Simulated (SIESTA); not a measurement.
# FeO (Wuestite) under changes of volume

One of the cells (10.013 Å³/atom); the others are scaled copies at fixed shape and fractional positions:

```
Fe O
1.0
     0.00000    2.15540    2.15540
     2.15540    0.00000    2.15540
     2.15540    2.15540    0.00000
Fe O
1 1
Cartesian
  0.0000 0.0000 0.0000
  2.1554 2.1554 2.1554
```

| Item | Value |
| --- | --- |
| Program | SIESTA 5.4.2 |
| Functional | LDA |
| Potentials or basis | PseudoDojo 0.4 standard (LDA files) |
| Basis | DZP (energy shift 0.003 Ry; two zetas on semicore shells) |
| Grid cutoff | 800 Ry |
| Energy shift | 0.003 Ry |
| k mesh | 8 × 8 × 8 |
| Occupations | fermi-dirac, width 0.05 eV |
| Spin | collinear spin, ferromagnetic start |
| Starting moments | [3.0, 0.0] μB |

```csv
volume (Å³/atom),energy over the lowest point (meV/atom),pressure (GPa)
9.413,0.00,-3.1
9.613,?,?
9.813,18.03,-11.2
10.013,34.33,-14.7
10.214,54.76,-17.7
10.414,78.72,-20.4
10.614,105.92,-22.9
```

Problem. What does the run at 9.613 Å³/atom give?

Solution. Energy over the lowest point 6.44 meV/atom; pressure -7.3 GPa.

Worked out: A Birch-Murnaghan fit of order 3 (a polynomial in V^(-2/3)) to the other rows has its minimum at 9.30 Å³/atom, just outside them, with B0 = V·E''(V) = 236 GPa and B' = 4.7. It gives 6.41 meV/atom at 9.613 Å³/atom, against the run's 6.44, and -dE/dV = -7.3 GPa, against -7.3.

Energies are extrapolated to zero smearing.

Caveats: short orbitals over semicore shells can move pressures by several GPa; the basis of atomic orbitals isn't converged, which shifts pressures, moduli and gaps; a cell with one magnetic atom can't hold antiferromagnetic order, which such compounds often take.
